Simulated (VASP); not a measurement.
# Te2Pt in VASP: further runs

Runs on Te2Pt. Level: PBEsol. Tasks: relaxation of cell and atoms.

Program: VASP 6.6.1. These are calculated values, not measurements. Logs are shortened: lines on timing, memory, paths and dates and some standing lists are left out, and cuts for length are marked.

## 1. The slab as given

The cell holds a slab with vacuum, 3 atoms: a = 4.010 Å, b = 4.010 Å, c = 20.601 Å, α = 90.00°, β = 90.00°, γ = 120.00°.

## 2. Relaxation of cell and atoms, PBEsol

INCAR reads:

```
SYSTEM = Te2Pt
PREC = Accurate
ENCUT = 600
EDIFF = 1E-6
ISMEAR = 0
SIGMA = 0.03
LREAL = .FALSE.
LASPH = .TRUE.
NELM = 80
ALGO = Normal
ISIF = 3
LWAVE = .FALSE.
LCHARG = .FALSE.
GGA = PS
IBRION = 2
NSW = 90
EDIFFG = -0.01
LATTICE_CONSTRAINTS = .TRUE. .TRUE. .FALSE.
```

KPOINTS reads:

```
Automatic mesh
0
G
  9 9 1
  0 0 0
```

POSCAR reads:

```
Te2Pt
1.0
    4.0100000000      0.0000000000      0.0000000000
   -2.0050000000      3.4727618700      0.0000000000
    0.0000000000      0.0000000000     20.6005000000
Te Pt
2 1
Direct
    0.6666666700      0.3333333300      0.4368826000
    0.3333333300      0.6666666700      0.5631174000
    0.0000000000      0.0000000000      0.5000000000
```

Potentials or basis: VASP PAW PBE potentials, release 64 (Te, Pt).

Run with:

```console
cat potpaw_PBE.64/Te/POTCAR potpaw_PBE.64/Pt/POTCAR > POTCAR
mpirun -np 1 vasp_std > vasp.out
```

OUTCAR:

```text
SYSTEM = Te2Pt
   PREC = Accurate
   ENCUT = 600
   EDIFF = 1E-6
   ISMEAR = 0
   LREAL = .FALSE.
   LASPH = .TRUE.
   NELM = 80
   ISIF = 3
   GGA = PS
   IBRION = 2
   NSW = 90
   EDIFFG = -0.01

 ion  position               nearest neighbor table
   1  0.667  0.333  0.437-   3 2.66   3 2.66   3 2.66   2 3.48   2 3.48   2 3.48
   2  0.333  0.667  0.563-   3 2.66   3 2.66   3 2.66   1 3.48   1 3.48   1 3.48
   3  0.000  0.000  0.500-   1 2.66   2 2.66   1 2.66   2 2.66   1 2.66   2 2.66

  LATTYP: Found a hexagonal cell.
 ALAT       =     4.0100000000
 C/A-ratio  =     5.1372817955

  Lattice vectors:

 A1 = (   4.0100000000,   0.0000000000,   0.0000000000)
 A2 = (  -2.0050000000,   3.4727618700,   0.0000000000)
 A3 = (   0.0000000000,   0.0000000000,  20.6005000000)

Analysis of symmetry for initial positions (statically):
=====================================================================
 Subroutine PRICEL returns:
 Original cell was already a primitive cell.

 Routine SETGRP: Setting up the symmetry group for a
 hexagonal supercell.

 Subroutine GETGRP returns: Found 12 space group operations
 (whereof 12 operations were pure point group operations)
 out of a pool of 24 trial point group operations.

The static configuration has the point symmetry D_3d.

Analysis of symmetry for dynamics (positions and initial velocities):
=====================================================================
 Subroutine PRICEL returns:
 Original cell was already a primitive cell.

 Routine SETGRP: Setting up the symmetry group for a
 hexagonal supercell.

 Subroutine GETGRP returns: Found 12 space group operations
 (whereof 12 operations were pure point group operations)
 out of a pool of 24 trial point group operations.

The dynamic configuration has the point symmetry D_3d.

 Subroutine INISYM returns: Found 12 space group operations
 (whereof 12 operations are pure point group operations),
 and found     1 'primitive' translations

----------------------------------------------------------------------------------------

                                     Primitive cell

  volume of cell :     286.8779

  direct lattice vectors                    reciprocal lattice vectors
     4.010000000  0.000000000  0.000000000     0.249376559  0.143977623  0.000000000
    -2.005000000  3.472761870  0.000000000     0.000000000  0.287955246  0.000000000
     0.000000000  0.000000000 20.600500000     0.000000000  0.000000000  0.048542511

  length of vectors
     4.010000000  4.010000001 20.600500000     0.287955246  0.287955246  0.048542511

  position of ions in fractional coordinates (direct lattice)
     0.666666670  0.333333330  0.436882600
     0.333333330  0.666666670  0.563117400
     0.000000000  0.000000000  0.500000000

  ion indices of the primitive-cell ions
   primitive index   ion index
                 1           1
                 2           2
                 3           3

----------------------------------------------------------------------------------------

 KPOINTS: Automatic mesh

Automatic generation of k-mesh.
 Grid dimensions read from file:
 generate k-points for:    9    9    1

 Generating k-lattice:

  Cartesian coordinates                     Fractional coordinates (reciprocal lattice)
     0.027708507  0.015997514  0.000000000     0.111111111  0.000000000  0.000000000
     0.000000000  0.031995027  0.000000000     0.000000000  0.111111111  0.000000000
     0.000000000  0.000000000  0.048542511     0.000000000  0.000000000  1.000000000

  Length of vectors
     0.031995027  0.031995027  0.048542511

  Shift w.r.t. Gamma in fractional coordinates (k-lattice)
     0.000000000  0.000000000  0.000000000

 Subroutine IBZKPT returns following result:
 ===========================================

 Found     12 irreducible k-points:

 Following reciprocal coordinates:
            Coordinates               Weight
  0.000000  0.000000  0.000000      1.000000
  0.111111 -0.000000  0.000000      6.000000
  0.222222 -0.000000  0.000000      6.000000
  0.333333  0.000000  0.000000      6.000000
  0.444444 -0.000000  0.000000      6.000000
  0.111111  0.111111  0.000000      6.000000
  0.222222  0.111111  0.000000     12.000000
  0.333333  0.111111  0.000000     12.000000
  0.444444  0.111111  0.000000      6.000000
  0.222222  0.222222  0.000000      6.000000
  0.333333  0.222222  0.000000     12.000000
  0.333333  0.333333  0.000000      2.000000
   k-points           NKPTS =     12   k-points in BZ     NKDIM =     12   number of bands    NBANDS=     15
   number of dos      NEDOS =    301   number of ions     NIONS =      3
   total plane-waves  NPLWV = 172032
   dimension x,y,z NGX =    32 NGY =   32 NGZ =  168
   dimension x,y,z NGXF=    64 NGYF=   64 NGZF=  336
   ions per type =               2   1
   NGX,Y,Z   is equivalent  to a cutoff of  13.27, 13.27, 13.56 a.u.
   NGXF,Y,Z  is equivalent  to a cutoff of  26.53, 26.53, 27.12 a.u.
 SYSTEM =  Te2Pt
   PREC   = accura    normal or accurate (medium, high low for compatibility)
   ISTART =      0    job   : 0-new  1-cont  2-samecut
   ICHARG =      2    charge: 1-file 2-atom 10-const
   ISPIN  =      1    spin polarized calculation?
   LNONCOLLINEAR =      F non collinear calculations
   LSORBIT =      F    spin-orbit coupling
   LASPH  =      T    aspherical Exc in radial PAW
   ENCUT  =  600.0 eV  44.10 Ry    6.64 a.u.   8.01  8.01 41.14*2*pi/ulx,y,z
   NELM   =     80;   NELMIN=  2; NELMDL= -5     # of ELM steps
   EDIFF  = 0.1E-05   stopping-criterion for ELM
   LREAL  =      F    real-space projection
   EDIFFG = -.1E-01   stopping-criterion for IOM
   NSW    =     90    number of steps for IOM
   IBRION =      2    ionic relax: 0-MD 1-quasi-New 2-CG
   NFREE  =      1    steps in history (QN), initial steepest desc. (CG)
   ISIF   =      3    stress and relaxation
   ISYM   =      2    0-nonsym 1-usesym 2-fastsym
   POTIM  = 0.5000    time-step for ionic-motion
   TEBEG  =    0.0;   TEEND  =   0.0 temperature during run
   PSTRESS=    0.0 pullay stress
   NELECT =      22.0000    total number of electrons
   NUPDOWN=      -1.0000    fix difference up-down
   EMIN   =  10.00;   EMAX   =-10.00  energy-range for DOS
   EFERMI =   0.00;   METHOD = LEGACY
   ISMEAR =     0;   SIGMA  =   0.03  broadening in eV -4-tet -1-fermi 0-gaus
   EFERMI_NEDOS =   21; number of points for ismear=-14 and -15
   IALGO  =     38    algorithm
   IMIX   =      4    mixing-type and parameters
     AMIX     =   0.40;   BMIX     =  1.00
     AMIX_MAG =   1.60;   BMIX_MAG =  1.00
  volume/ion in A,a.u.               =      95.63       645.32
  Fermi-wavevector in a.u.,A,eV,Ry     =   0.695531  1.314364  6.582006  0.483764
  Thomas-Fermi vector in A             =   1.778330
   LORBIT       =      0    0 simple, 1 ext, 2 COOP (PROOUT), +10 PAW based schemes
   GGA     = PS    functional components
   LHFCALC =     F    Hartree Fock is set to
   AEXX    =    0.0000 exact exchange contribution
   IVDW    =     0    specifies the selected vdW correction
   LEPSILON=     F    determine dielectric tensor
   LRPA    =     F    only Hartree local field effects (RPA)
 conjugate gradient relaxation of ions
 non-spin polarized calculation
 Gauss-broadening in eV      SIGMA  =   0.03
  energy-cutoff  :      600.00
  volume of cell :      286.88
 maximum number of plane-waves:      9624
   NGX = 17   NGY = 17   NGZ = 83

--------------------------------------- Ionic step        1  -------------------------------------------

 number of electron      22.0000000 magnetization

 Free energy of the ion-electron system (eV)
  ---------------------------------------------------
  ext. energy  EPLUGINS =         0.00000000
  ---------------------------------------------------
  free energy    TOTEN  =       -14.93173919 eV

  energy without entropy =      -14.93173919  energy(sigma->0) =      -14.93173919

------------------------ aborting loop because EDIFF is reached ----------------------------------------

  FORCE on cell =-STRESS in cart. coord.  units (eV):
  Direction    XX          YY          ZZ          XY          YZ          ZX
  --------------------------------------------------------------------------------------
  -------------------------------------------------------------------------------------
  Total        0.5872373      0.5872373      1.6802453     -0.0000000      0.0000000      0.0000000
  in kB        3.2796465      3.2796466      9.3839598     -0.0000000      0.0000000      0.0000000
  external PRESSURE =       5.3144176 kB  Pullay stress =       0.0000000 kB

 VOLUME and BASIS-vectors are now :
 -----------------------------------------------------------------------------
  energy-cutoff  :      600.00
  volume of cell :      286.88
      direct lattice vectors                 reciprocal lattice vectors
     4.010000000  0.000000000  0.000000000     0.249376559  0.143977623  0.000000000
    -2.005000000  3.472761870  0.000000000     0.000000000  0.287955246  0.000000000
     0.000000000  0.000000000 20.600500000     0.000000000  0.000000000  0.048542511
[... 112 lines left out ...]
 POSITION                                       TOTAL-FORCE (eV/Angst)
 -----------------------------------------------------------------------------------
      2.00255      1.15617      8.95453         0.000000      0.000000     -0.134913
     -0.00000      2.31234     11.64597        -0.000000     -0.000000      0.134913
      4.00509     -0.00000     10.30025        -0.000000      0.000000      0.000000
 -----------------------------------------------------------------------------------
    total drift:                                0.000000      0.000000     -0.000000

  FREE ENERGIE OF THE ION-ELECTRON SYSTEM (eV)
  ---------------------------------------------------
  free  energy   TOTEN  =       -14.9668298928 eV

  energy  without entropy=      -14.9668298928  energy(sigma->0) =      -14.96682989

--------------------------------------- Ionic step        5  -------------------------------------------

 number of electron      22.0000000 magnetization

 Free energy of the ion-electron system (eV)
  ---------------------------------------------------
  ext. energy  EPLUGINS =         0.00000000
  ---------------------------------------------------
  free energy    TOTEN  =       -14.97533351 eV

  energy without entropy =      -14.97533351  energy(sigma->0) =      -14.97533351

 E-fermi :  -1.2548     XC(G=0):  -3.4425

 val. band max:       -1.3868866303   @ k =   0.0000   0.0000   0.0000
 cond. band min:      -0.6616573437   @ k =   0.2222  -0.0000   0.0000
 fundamental gap:      0.7252292867
 Fermi energy:        -1.2547864448

 k-point     1 :       0.0000    0.0000    0.0000
  band No.  band energies     occupation
      1     -14.5191      2.00000
      2     -12.3956      2.00000
      3      -6.6949      2.00000
      4      -6.6949      2.00000
      5      -6.6824      2.00000
      6      -4.8856      2.00000
      7      -4.8856      2.00000
      8      -3.3694      2.00000
      9      -2.1274      2.00000
     10      -1.3869      2.00000
     11      -1.3869      2.00000
     12       1.0556      0.00000
     13       1.0556      0.00000
     14       2.4959      0.00000
     15       2.5819      0.00000
[... 218 lines left out ...]
 POSITION                                       TOTAL-FORCE (eV/Angst)
 -----------------------------------------------------------------------------------
      1.98271      1.14472      8.92189        -0.000000      0.000000     -0.002093
     -0.00000      2.28943     11.67861         0.000000     -0.000000      0.002093
     -1.98271      3.43415     10.30025         0.000000      0.000000      0.000000
 -----------------------------------------------------------------------------------
    total drift:                                0.000000      0.000000      0.000000

  FREE ENERGIE OF THE ION-ELECTRON SYSTEM (eV)
  ---------------------------------------------------
  free  energy   TOTEN  =       -14.9753335085 eV

  energy  without entropy=      -14.9753335085  energy(sigma->0) =      -14.97533351

 reached required accuracy - stopping structural energy minimisation
```

Run time: 3.3 min. Hardware: 1 thread of Intel Xeon Platinum 8375C at 2.90GHz (Ice Lake), shared host; peak memory 0.49 GiB.

Results:

| Quantity | Value |
| --- | --- |
| Free energy | -14.9753 eV |
| Relaxed volume | 93.51 Å³/atom |
| Relaxed cell | a = 3.965 Å, b = 3.965 Å, c = 20.601 Å, α = 90.00°, β = 90.00°, γ = 120.00° |
| Space group after relaxing (to 0.05 Å) | P-3m1 (No. 164) |
| Energy gained by relaxing | 14.5 meV/atom |
| Ionic steps | 5 |
| Band gap on the k mesh | 0.73 eV, indirect (least direct gap 1.09 eV) |

Forces in eV/Å, atoms in the order of the input:
```
Te   0.000  0.000 -0.002
Te   0.000  0.000  0.002
Pt   0.000  0.000  0.000
```

The path:
```tsv
step	energy change (eV)	largest force (eV/Å)	pressure (GPa)	volume (Å³)
1	0.0000	0.6479	0.53	286.88
2	-0.0127	0.0419	-0.50	292.32
3	-0.0168	0.2363	-0.17	290.49
4	-0.0351	0.1349	-0.10	286.18
5	-0.0436	0.0021	0.01	280.53
```

Final structure:
```
CELL_PARAMETERS angstrom
3.96541 0.00000 0.00000
-1.98271 3.43415 0.00000
0.00000 0.00000 20.60050
ATOMIC_POSITIONS crystal
Te 0.66667 0.33333 0.43309
Te 0.33333 0.66667 0.56691
Pt 0.00000 0.00000 0.50000
```

Caveat: the PAW data sets were made with another functional, which shifts forces and pressure a little; spin-orbit coupling is left out, which moves the levels of the heavy elements.

## 3. Relaxation of cell and atoms, PBEsol

This run uses another cell than the first one, of 93.51 Å³/atom, 0.978 times its volume.

INCAR, as its differences from that of step 2:

```diff
@@ -3,3 +3,3 @@
 ENCUT = 600
-EDIFF = 1E-6
+EDIFF = 1E-7
 ISMEAR = 0
@@ -16,3 +16,3 @@
 NSW = 90
-EDIFFG = -0.01
+EDIFFG = -0.005
 LATTICE_CONSTRAINTS = .TRUE. .TRUE. .FALSE.
```

KPOINTS is that of step 2.

POSCAR reads:

```
Te2Pt                                   
1.0
    3.9654117364     -0.0000000000      0.0000000000
   -1.9827058682      3.4341473010      0.0000000000
    0.0000000000      0.0000000000     20.6005000000
  Te              Pt            
     2     1
Direct
     0.6666666699999979    0.3333333300000021    0.4330910939723454
     0.3333333300000021    0.6666666699999979    0.5669089060276546
     0.0000000000000000    1.0000000000000000    0.5000000000000000
```

Potentials or basis: VASP PAW PBE potentials, release 64 (Te, Pt).

Run with:

```console
cat potpaw_PBE.64/Te/POTCAR potpaw_PBE.64/Pt/POTCAR > POTCAR
mpirun -np 1 vasp_std > vasp.out
```

OUTCAR:

```text
SYSTEM = Te2Pt
   PREC = Accurate
   ENCUT = 600
   EDIFF = 1E-7
   ISMEAR = 0
   LREAL = .FALSE.
   LASPH = .TRUE.
   NELM = 80
   ISIF = 3
   GGA = PS
   IBRION = 2
   NSW = 90
   EDIFFG = -0.005

 ion  position               nearest neighbor table
   1  0.667  0.333  0.433-   3 2.67   3 2.67   3 2.67   2 3.58   2 3.58   2 3.58
   2  0.333  0.667  0.567-   3 2.67   3 2.67   3 2.67   1 3.58   1 3.58   1 3.58
   3  0.000  0.000  0.500-   1 2.67   2 2.67   1 2.67   2 2.67   1 2.67   2 2.67

  LATTYP: Found a hexagonal cell.
 ALAT       =     3.9654117364
 C/A-ratio  =     5.1950469130

  Lattice vectors:

 A1 = (   3.9654117364,   0.0000000000,   0.0000000000)
 A2 = (  -1.9827058682,   3.4341473010,   0.0000000000)
 A3 = (   0.0000000000,   0.0000000000,  20.6005000000)

Analysis of symmetry for initial positions (statically):
=====================================================================
 Subroutine PRICEL returns:
 Original cell was already a primitive cell.

 Routine SETGRP: Setting up the symmetry group for a
 hexagonal supercell.

 Subroutine GETGRP returns: Found 12 space group operations
 (whereof 12 operations were pure point group operations)
 out of a pool of 24 trial point group operations.

[... 149 lines left out ...]
  ext. energy  EPLUGINS =         0.00000000
  ---------------------------------------------------
  free energy    TOTEN  =       -14.97524138 eV

  energy without entropy =      -14.97524138  energy(sigma->0) =      -14.97524138

------------------------ aborting loop because EDIFF is reached ----------------------------------------

  FORCE on cell =-STRESS in cart. coord.  units (eV):
  Direction    XX          YY          ZZ          XY          YZ          ZX
  --------------------------------------------------------------------------------------
  -------------------------------------------------------------------------------------
  Total        0.0289365      0.0289365     -0.0006193      0.0000000      0.0000000      0.0000000
  in kB        0.1652613      0.1652613     -0.0035368      0.0000000      0.0000000      0.0000000
  external PRESSURE =       0.1089953 kB  Pullay stress =       0.0000000 kB
[... 61 lines left out ...]
--------------------------------------- Ionic step        3  -------------------------------------------

 number of electron      22.0000000 magnetization

 Free energy of the ion-electron system (eV)
  ---------------------------------------------------
  ext. energy  EPLUGINS =         0.00000000
  ---------------------------------------------------
  free energy    TOTEN  =       -14.97524673 eV

  energy without entropy =      -14.97524673  energy(sigma->0) =      -14.97524673

 E-fermi :  -1.2507     XC(G=0):  -3.4327

 val. band max:       -1.3839604756   @ k =   0.0000   0.0000   0.0000
 cond. band min:      -0.6592520646   @ k =   0.2222   0.0000   0.0000
 fundamental gap:      0.7247084111
 Fermi energy:        -1.2506694118

 k-point     1 :       0.0000    0.0000    0.0000
  band No.  band energies     occupation
      1     -14.5122      2.00000
      2     -12.3902      2.00000
      3      -6.6893      2.00000
      4      -6.6893      2.00000
      5      -6.6763      2.00000
      6      -4.8806      2.00000
      7      -4.8806      2.00000
      8      -3.3655      2.00000
      9      -2.1235      2.00000
     10      -1.3840      2.00000
     11      -1.3840      2.00000
     12       1.0570      0.00000
     13       1.0570      0.00000
     14       2.5066      0.00000
[... 227 lines left out ...]
  FREE ENERGIE OF THE ION-ELECTRON SYSTEM (eV)
  ---------------------------------------------------
  free  energy   TOTEN  =       -14.9752467303 eV

  energy  without entropy=      -14.9752467303  energy(sigma->0) =      -14.97524673

 reached required accuracy - stopping structural energy minimisation
```

Wall time 2 min (1 thread of Intel Xeon Platinum 8375C at 2.90GHz (Ice Lake), shared host); peak memory 0.47 GiB.

What came out:

```yaml
Free_energy: -14.9752 eV
Relaxed_volume: 93.55 Å³/atom
Relaxed_cell: a = 3.966 Å, b = 3.966 Å, c = 20.601 Å, α = 90.00°, β = 90.00°, γ = 120.00°
Space_group_after_relaxing_to_0.05_Å: P-3m1 (No. 164)
Energy_gained_by_relaxing: 0.0 meV/atom
Ionic_steps: 3
Largest_force_after_relaxing: 0.003 eV/Å
Band_gap_on_the_k_mesh: 0.72 eV, indirect (least direct gap 1.09 eV)
```

Forces on the atoms (eV/Å):
```
Te   0.000  0.000  0.003
Te   0.000  0.000 -0.003
Pt   0.000  0.000  0.000
```

Final structure:
```
CELL_PARAMETERS angstrom
3.96616 0.00000 0.00000
-1.98308 3.43480 0.00000
0.00000 0.00000 20.60050
ATOMIC_POSITIONS crystal
Te 0.66667 0.33333 0.43309
Te 0.33333 0.66667 0.56691
Pt 0.00000 0.00000 0.50000
```

Caveat: the PAW data sets were made with another functional, which shifts forces and pressure a little; spin-orbit coupling is left out, which moves the levels of the heavy elements.
